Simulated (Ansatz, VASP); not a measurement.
**Two plane-wave programs on ZrC**

File INCAR:

```
SYSTEM = ZrC
PREC     = Accurate       ! precision mode
ENCUT    = 520            ! plane-wave cutoff, eV
EDIFF    = 1E-6           ! SCF threshold, eV
ISMEAR   = 0              ! smearing method
SIGMA    = 0.1            ! smearing width, eV
LREAL    = .FALSE.        ! projectors in reciprocal space
LASPH    = .TRUE.         ! aspherical terms in the spheres
NELM     = 100            ! most SCF steps
ALGO     = Normal         ! electronic algorithm
ISIF     = 2              ! what is computed and relaxed
LWAVE    = .FALSE.        ! write WAVECAR
LCHARG   = .TRUE.         ! write CHGCAR
GGA      = PE             ! functional
LELF     = .TRUE.         ! ELF
LVHAR    = .TRUE.       
NBANDS   = 15             ! bands
```

File KPOINTS:

```
regular mesh
0
G
  6 6 6
  0 0 0
```

The input POSCAR:

```
ZrC
1.0
    0.0000000000      2.3564331911      2.3564331911
    2.3564331911      0.0000000000      2.3564331911
    2.3564331911      2.3564331911      0.0000000000
Zr C
1 1
Direct
    0.0000000000      0.0000000000      0.0000000000
    0.5000000000      0.5000000000      0.5000000000
```

Input for Ansatz:

```yaml
crystal:
  lattice:
    - [0.0, 2.3564331911, 2.3564331911]
    - [2.3564331911, 0.0, 2.3564331911]
    - [2.3564331911, 2.3564331911, 0.0]
  atoms:
    - { symbol: Zr, position: [0.0, 0.0, 0.0] }
    - { symbol: C, position: [0.5, 0.5, 0.5] }
basis:
  ecutwfc: 420
kpoints:
  mp_grid: { grid: [6, 6, 6] }
hamiltonian:
  xc: pbe
scf:
  occupations: { method: gaussian, width: 0.1 }
output:
  forces: true
  stress: true
  eigenvalues: true
```

The cell is a database's computed one.

Alike in both runs: task single point; functional PBE; k mesh 6 × 6 × 6; occupations gaussian, width 0.1 eV; no spin polarisation.

```csv
,VASP,Ansatz
version,VASP 6.6.1,Ansatz 0.2.0
potentials or method,"VASP PAW PBE potentials, release 64 (Zr_sv, C)","scalar-relativistic, plane waves, PAW"
plane-wave cutoff (eV),520,420
valence electrons in the cell,16,16
```

Ansatz gave:

| Property | Result |
| --- | --- |
| gap on the k mesh at the Fermi level (eV) | none |
| pressure (GPa) | -0.5 |

Problem. Estimate VASP's values.

Solution. gap on the k mesh at the Fermi level (eV): none; pressure (GPa): -0.3.

A gap of «none» marks a metal or a gap that the smearing closes.

Caveats: the k mesh is coarse (spacing up to 0.38 Å⁻¹), so the values aren't converged.
